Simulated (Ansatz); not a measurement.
## Barrier of one jump, O in Ti

Computed with DFT PBE, scalar-relativistic, plane waves, PAW (Ansatz 0.2.0). Settings: 420 eV cutoff, 4×4×4 k-mesh, shifted by half a step, Gaussian smearing of 0.10 eV, no spin polarisation.

In a supercell of 16 host sites, interstitial O hops to an equivalent place, moving 2.91 Å between the relaxed ends. Climbing-image nudged elastic band at fixed cell with images 0 (start) to 6 (end), the path measured over all atoms, converged to 0.05 eV/Å; the order of the saddle wasn't checked, and the small cell leaves errors of about a tenth of an eV.

Start:

```
CELL_PARAMETERS angstrom
4.11204 4.11204 -4.11204
-4.11204 -4.11204 -4.11204
-4.11204 4.11204 4.11204
ATOMIC_POSITIONS crystal
Ti 0.25361 0.75375 0.99996
Ti 0.49997 0.49989 0.00001
Ti 0.74609 0.24633 0.99994
Ti 0.75008 0.75004 0.49999
Ti 0.00004 0.75391 0.25366
Ti 0.25400 0.50029 0.25387
Ti 0.50003 0.25002 0.25004
Ti 0.74991 0.99996 0.24992
Ti 0.99998 0.99998 0.00003
Ti 0.49999 0.75002 0.75004
Ti 0.74640 0.50019 0.74632
Ti 0.99999 0.49985 0.49998
Ti 0.25011 0.25006 0.50001
Ti 0.50001 0.99989 0.50003
Ti 0.00006 0.24638 0.74605
Ti 0.24997 0.99998 0.74994
O 0.99998 0.49995 0.00001
```

Atom 17 jumps to (-2.056, 0.000, 0.000) Å.

Q: Give the energy along the band and the structure at its top.

A:
| image | path (Å) | E − E(0) (eV) | O x (Å) | O y (Å) | O z (Å) | force on O (eV/Å) |
| --- | --- | --- | --- | --- | --- | --- |
| 0 | 0.00 | 0.000 | -2.056 | -2.056 | -2.056 | 0.01 |
| 1 | 0.64 | 0.808 | -2.056 | -1.742 | -1.742 | 1.56 |
| 2 | 1.27 | 1.559 | -2.056 | -1.368 | -1.368 | 0.00 |
| 3 | 1.98 | 1.150 | -2.055 | -1.063 | -1.063 | 0.23 |
| 4 | 2.69 | 1.530 | -2.055 | -0.749 | -0.749 | 0.40 |
| 5 | 3.39 | 0.945 | -2.056 | -0.346 | -0.346 | 1.49 |
| 6 | 4.10 | 0.000 | -2.056 | 0.000 | 0.000 | 0.01 |

Barrier 1.56 eV. Image 2:
```
CELL_PARAMETERS angstrom
4.11204 4.11204 -4.11204
-4.11204 -4.11204 -4.11204
-4.11204 4.11204 4.11204
ATOMIC_POSITIONS crystal
Ti 0.25175 0.77017 0.98163
Ti 0.50005 0.50110 0.99891
Ti 0.67900 0.21012 0.96884
Ti 0.77998 0.76958 0.51041
Ti 0.00001 0.72644 0.22011
Ti 0.32102 0.53112 0.28985
Ti 0.50005 0.24465 0.25541
Ti 0.76085 0.99289 0.26794
Ti 0.00001 0.00889 0.01982
Ti 0.49998 0.74461 0.75537
Ti 0.74828 0.51844 0.72990
Ti 0.00001 0.48022 0.49125
Ti 0.23918 0.23206 0.50711
Ti 0.49997 0.00106 0.49887
Ti 0.00001 0.27991 0.77363
Ti 0.22004 0.98961 0.73045
O 0.00001 0.41631 0.08365
```

Cost: 1 run of about 110 core-minutes, on Arm Neoverse V1 (shared hosts).